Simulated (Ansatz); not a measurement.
TiAl3 under changes of volume

One of the cells (16.287 Å³/atom); the others are scaled copies at fixed shape and fractional positions:

```
Ti Al
1.0
     2.83968    0.00000    0.00000
     0.00000    4.68126    0.00000
     0.00000    0.00000    4.90074
Ti Al
1 3
Direct
  0.00000 0.50000 0.16592
  0.00000 0.00000 0.83590
  0.50000 0.00000 0.33091
  0.50000 0.50000 0.66727
```

The cell comes from a database or a generator and needn't be the stable form of this composition.

| Quantity | Value |
| --- | --- |
| Program | Ansatz 0.2.0 |
| Functional | LDA |
| Potentials or basis | all-electron LAPW, scalar-relativistic |
| Cutoff | 212 eV (chosen from the basis error) |
| Basis error allowed | 0.002 eV/atom |
| k mesh | 9 × 6 × 6 |
| Occupations | fermi-dirac, width 0.05 eV |
| Spin | no spin polarisation |

```tsv
volume (Å³/atom)	energy over the lowest point (meV/atom)	pressure (GPa)	largest force (eV/Å)
15.310	0.00	1.1	0.063
15.635	0.14	-1.2	0.071
15.961	4.70	-3.2	0.079
16.287	?	?	?
16.612	25.28	-6.7	0.094
16.938	40.53	-8.2	0.100
17.264	58.63	-9.5	0.106
```

Problem. What does the run at 16.287 Å³/atom give?

Solution. Energy over the lowest point 13.21 meV/atom; pressure -5.1 GPa; largest force 0.087 eV/Å.

Worked out: A Birch-Murnaghan fit of order 3 (a polynomial in V^(-2/3)) to the other rows has its minimum at 15.46 Å³/atom with B0 = V·E''(V) = 110 GPa and B' = 4.3 at fixed shape and positions, which overstates the stiffness. It gives 13.24 meV/atom at 16.287 Å³/atom, against the run's 13.21, and -dE/dV = -5.1 GPa, against -5.1.

Energies are extrapolated to zero smearing.
